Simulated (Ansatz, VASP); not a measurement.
**Al in VASP and in Ansatz**

```xyz
2
Lattice="-2.6109 2.6109 1.3544 2.6109 -2.6109 1.3544 2.6109 2.6109 -1.3544" Properties=species:S:1:pos:R:3 pbc="T T T"
Al    0.0000   -1.3055   -0.3386
Al    0.0000    1.3055    0.3386
```

Alike in both runs: functional PBE; k mesh 16 × 16 × 16; occupations fermi-dirac, width 0.05 eV; no spin polarisation.

Ansatz relaxed the structure, and its values are those at the end. VASP's run is a single point on that final structure, the one shown.

|  | VASP | Ansatz |
| --- | --- | --- |
| version | VASP 6.6.1 | Ansatz 0.2.0 |
| potentials or method | VASP PAW PBE potentials, release 64 (Al) | PAW with Ansatz's default frozen-core files, scalar-relativistic |
| plane-wave cutoff (eV) | 520 | 420 |
| valence electrons in the cell | 6 | 6 |

```csv
,VASP,Ansatz,Ansatz less VASP
pressure (GPa),2.6,2.6,+0.02
```
